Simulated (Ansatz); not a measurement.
Structure: Al3GaAs4, ordered on the zincblende lattice (R3m) with 8 atoms a cell, at its r2SCAN minimum. It is trigonal, R3m (No. 160); a = 4.015 Å, c = 39.295 Å in the conventional setting, 22.85 Å³ an atom. Al has 4 As at 2.46 Å; Ga has 4 As at 2.46 Å; As has 4 Al at 2.46 Å; As has 3 Al at 2.46 Å and 1 Ga at 2.46 Å; As has 1 Al at 2.46 Å and 3 Ga at 2.46 Å.

```
CELL_PARAMETERS angstrom
2.00735 1.15894 13.09832
-2.00735 1.15894 13.09832
0.00000 -2.31789 13.09832
ATOMIC_POSITIONS crystal
Al 0.99998 0.99998 0.99998
Al 0.24997 0.24997 0.24997
Al 0.49985 0.49985 0.49985
Ga 0.75010 0.75010 0.75010
As 0.31256 0.31256 0.31256
As 0.56247 0.56247 0.56247
As 0.81259 0.81259 0.81259
As 0.06249 0.06249 0.06249
```

The questions ask for values computed with the PAW code Ansatz on this geometry. No magnetic order and no zero-point or thermal motion; the cell was built from a prototype and may be hypothetical.

Given (8×8×8 mesh): With PBE the gap is 1.23 eV and direct, at Γ.

Question: How does the gap change from PBE to PBE+SOC (8×8×8)?

Answer: PBE+SOC gives a direct gap of 1.13 eV at Γ. The gap differs by -0.10 eV from PBE's.

Question: How does the gap change from PBE to r2SCAN (8×8×8)?

Answer: r2SCAN gives a direct gap of 1.70 eV at Γ. The gap differs by +0.47 eV from PBE's.

Question: How does the gap change from PBE to HSE06 (4×4×4)?

Answer: With HSE06 the valence top lies at Γ and the conduction bottom at F, 2.04 eV higher; the smallest vertical gap, at Γ, is 2.11 eV. The gap differs by +0.81 eV from PBE's.

Question: Roughly how does the cost of the PBE+SOC run (8×8×8) compare with r2SCAN's (8×8×8)?

Answer: About 3 times as much (11 core-minutes against 3 core-minutes, on 4 threads of Arm Neoverse V2 (shared host)).

Question: What do these levels agree on?

Answer: r2SCAN covers 57 % of the step from PBE to HSE06, while HSE06 needs about 5 times r2SCAN's rough cost (on a coarser mesh). Spin-orbit coupling moves the least or the direct gap by up to 0.10 eV, so it has to be included where a tenth of an eV counts. The levels disagree on the kind of gap: direct with PBE, PBE+SOC, r2SCAN; indirect with HSE06, PBE0.

Only the levels marked +SOC include spin-orbit coupling.
